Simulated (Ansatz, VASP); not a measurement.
**One calculation of AlNi, two programs**

```
Al Ni
1.0
     2.86217    0.00000    0.00000
     0.00000    2.86217    0.00000
     0.00000    0.00000    2.86217
Al Ni
1 1
Direct
  0.00000 0.00000 0.00000
  0.50000 0.50000 0.50000
```

Alike in both runs: functional PBEsol; k mesh 14 × 14 × 14; occupations gaussian, width 0.1 eV; no spin polarisation.

Ansatz relaxed the structure, and its values are those at the end. VASP's run is a single point on that final structure, the one shown.

|  | VASP | Ansatz |
| --- | --- | --- |
| version | VASP 6.6.1 | Ansatz 0.2.0 |
| potentials or method | VASP PAW PBE potentials, release 64 (Al, Ni) | scalar-relativistic, plane waves, PAW |
| plane-wave cutoff (eV) | 520 | 420 |
| valence electrons in the cell | 13 | 21 |

Ansatz gave:

* gap on the k mesh at the Fermi level (eV): none
* pressure (GPa): 0.0

What did VASP give for the same quantities?

gap on the k mesh at the Fermi level (eV): none; pressure (GPa): 0.2.

A gap of «none» marks a metal or a gap that the smearing closes. The two sets of potentials don't hold the same shells in valence.

Caveats: the PAW data sets were made with another functional, which shifts forces and pressure a little (VASP). Spin polarisation is off, so any magnetic state and its effect on volume and gap are missing.
